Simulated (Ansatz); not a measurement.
# CoSi2/Si/CoSi2: predicting the conductance of a thicker barrier

Set-up. Ansatz 0.2.0, plane waves with PAW datasets, PBE. Interfaces are relaxed in a short slab (with D3(BJ) where the barrier is layered), set between ideal electrode layers that go on as semi-infinite leads, and the zero-bias conductance G at 300 K comes from T(E) on a typed mesh. The error is the largest of the program's estimates from energy step, mesh, the leads' potential steps and neutrality; its separate bound for narrow resonances between the energies solved isn't counted and can be far larger. The lower electrode is CoSi2 (fluorite 111 turned by 180 degrees  type B), the upper CoSi2 (fluorite 111 turned by 180 degrees  type B) and the barrier Si (diamond 111), on a net of side 3.829 Å; d is the distance between the electrodes' last planes.

Runs in hand:

```tsv
planes in the barrier	d (Å)	G (S/m²)	error (%)	lead step (meV)
4	8.74	1.73e14	9	6
6	11.91	7.99e13	13	6
8	15.09	2.82e13	13	6
12	21.43	5.31e12	14	6
```

Task: A further run has 14 planes, d = 24.61 Å. Fit G ∝ exp(−βd) to the rows shown and predict its conductance.

**Worked fit.** Take y = ln G: 32.78, 32.01, 30.97 and 29.30. The means are d = 14.29 Å and y = 31.27; Σ(Δd Δy) = −24.47 and Σ(Δd)² = 88.09, so the slope is −0.278 Å⁻¹ (β = 0.278 Å⁻¹). At d = 24.61 Å, y = 31.27 − 0.278 × 10.32 = 28.40, or G = 2.16e12 S/m².

What the calculation gave: The run gave 2.41e12 S/m², with an error estimate of 12 % and a lead step of 6 meV. The prediction is 0.896 times that, too low by 10 %. That lies within the runs' own error estimates, carried through the fit.

**Limits.** The interfaces are ideal, one cell wide, strained to a common net and relaxed from one registry with their symmetry kept. PBE's gaps are too small, so true decay constants are likely larger where the Fermi level lies deep in a gap. No spin-orbit coupling, phonons, disorder or image charges enter. The rows shown are chosen by tests on error estimates (under 100 to 120 %), lead steps (under 150 meV, though the program warns over 25), intact interfaces and, for fits, a steady trend in the rows shown; the data set holds 414 series of this kind, and not all pass.

[Logs are printed without paths, hosts, clocks, repeated set-up lines and the standing remarks that a program may print on its own settings, such as how far it seeks lower states.]
